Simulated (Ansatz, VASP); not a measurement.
Fe: VASP beside Ansatz

```
Fe
1.0
     2.23667    0.00000    0.00000
     0.00000    2.23667    0.00000
     0.00000    0.00000    2.23667
Fe
1
Direct
  0.00000 0.00000 0.00000
```

Alike in both runs: task single point; functional PBEsol; k mesh 16 × 16 × 16; occupations fermi-dirac, width 0.1 eV; no spin polarisation.

|  | VASP | Ansatz |
| --- | --- | --- |
| version | VASP 6.6.1 | Ansatz 0.2.0 |
| potentials or method | VASP PAW PBE potentials, release 64 (Fe) | plane waves (420 eV) with PAW, scalar-relativistic |
| plane-wave cutoff (eV) | 520 | 420 |
| valence electrons in the cell | 8 | 16 |

Ansatz gave:

- pressure (GPa): 0.0

**Question.** Which values does VASP return?

**Answer.** Pressure (GPa): -0.7.

The two sets of potentials don't hold the same shells in valence. Ansatz warned: «pseudo_functional_mismatch».

Caveats: the PAW data sets were made with another functional, which shifts forces and pressure a little (VASP); the run has no spin polarisation, though such a crystal can be magnetic. Spin polarisation is off, so any magnetic state and its effect on volume and gap are missing.
